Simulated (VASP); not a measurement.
## Te2Mo: single point with PBE

Te2Mo:

```
Te Mo
1.0
     3.51820    0.00000    0.00000
    -1.75910    3.04685    0.00000
     0.00000    0.00000   13.97360
Te Mo
4 2
Direct
  0.66667 0.33333 0.37900
  0.33333 0.66667 0.87900
  0.66667 0.33333 0.12100
  0.33333 0.66667 0.62100
  0.66667 0.33333 0.75000
  0.33333 0.66667 0.25000
```

| Quantity | Value |
| --- | --- |
| Program | VASP 6.6.1 |
| Task | single point |
| Functional | PBE |
| Potentials or basis | VASP PAW PBE potentials, release 64 (Te, Mo_sv) |
| Cutoff | 520 eV |
| k mesh | 9 × 9 × 2 |
| Occupations | gaussian, width 0.013 eV |
| Spin | no spin polarisation |
| Further INCAR settings | ALGO = Fast; EDIFF = 1e-07; NBANDS = 35 |

```json
{
 "Pressure": "2.9 GPa",
 "Largest force": "0.189 eV/Å",
 "Band gap on the k mesh": "0.78 eV, indirect (least direct gap 1.04 eV)"
}
```

Forces on the atoms (eV/Å):
```
Te   0.000  0.000  0.189
Te   0.000  0.000  0.189
Te   0.000  0.000 -0.189
Te   0.000  0.000 -0.189
Mo   0.000  0.000  0.000
Mo   0.000  0.000  0.000
```

Stress tensor (GPa, compression positive):
```
2.68 0.00 0.00
0.00 2.68 0.00
0.00 0.00 3.46
```

Levels at points of the mesh, in eV from the valence-band top:
```csv
k point,band 23,band 24,band 25,band 26,band 27,band 28,band 29,band 30
"(0.00, 0.00, 0.00)",-1.03,-1.03,-0.32,0.00,2.90,2.90,3.03,3.03
"(0.00, 0.00, 0.50)",-1.04,-1.04,-0.08,-0.08,2.94,2.94,2.94,2.94
```

Run time: 2.6 min on 1 thread of Intel(R) Xeon(R) 6975P-C (Granite Rapids), on a shared host, peak memory 0.34 GiB.

The gap isn't set beside the measured one, since this odd mesh misses points on the zone boundary.

Caveat: spin-orbit coupling is left out, which moves the levels of the heavy elements; an odd mesh through Γ misses points on the zone boundary, where band edges often lie; this functional lacks dispersion, which binds the layers, so the pressure and a relaxed spacing across them are unreliable.
